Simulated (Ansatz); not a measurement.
Computed with DFT PBE, scalar-relativistic, plane waves, PAW in Ansatz. Settings: cutoff 420 eV, Γ-centred meshes spaced at most about 0.3 Å⁻¹, and about 0.25 Å⁻¹ or finer for metals (2π included), Gaussian smearing. No spin polarisation.

All energies are static (0 K, no zero-point motion).

Problem. Which of these relaxed structures of Be2Se is the lowest in energy?
A.

```
Be Se
1.0
     0.00000    2.77937    2.77937
     2.77937    0.00000    2.77937
     2.77937    2.77937    0.00000
Be Se
2 1
Cartesian
  4.1691 4.1691 4.1691
  2.7794 2.7794 2.7794
  0.0000 0.0000 0.0000
```

B.

```
Be Se
1.0
     3.66345    0.00000    0.00000
    -1.83173    3.17264    0.00000
     0.00000    0.00000    3.43376
Be Se
2 1
Direct
  0.66667 0.33333 0.50000
  0.33333 0.66667 0.50000
  0.00000 0.00000 0.00000
```

C.

```
Be Se
1.0
    -2.39177    2.39177    3.03220
     2.39177   -2.39177    3.03220
     2.39177    2.39177   -3.03220
Be Se
2 1
Direct
  0.66366 0.66366 0.00000
  0.33634 0.33634 0.00000
  0.00000 0.00000 0.00000
```

Solution. A. The next of these, B, lies 82 meV/atom higher. Forms: A F-43m; B AlB2 type, P6/mmm; C I4/mmm. Counting Se atoms around Be (those within 1.25 times the shortest such distance or 1.15 times the sum of covalent radii, 1.27 where that leaves under three; the shortest distance is added where it exceeds 1.18 times the sum of covalent radii; a slash parts the counts of unlike sites): A has Be 4/6 from 2.8 Å; B has Be 6 from 2.7 Å; C has Be 1. All come from invented guesses. Shaken at random and relaxed again, A falls into a cell with space group P3m1 (No. 156), 0.39 eV/atom lower, so it is a saddle point or a shallow minimum. The lowest form computed isn't among them: it has space group P-4m2 (No. 115), 15.1 Å³/atom and lies 0.66 eV/atom below the best shown. Even the lowest of the cells shown lies +0.53 eV/atom against the elements.

The k mesh leaves some 4 meV/atom of noise in the energy of each metallic cell. Weakly bound directions are ill-defined at this level, which has no dispersion term (I4/mmm), and this can change margins and order among such cells. Cells without such a test can be saddle points. Some types were kept out of the candidates beforehand, so the set may lack a known form.
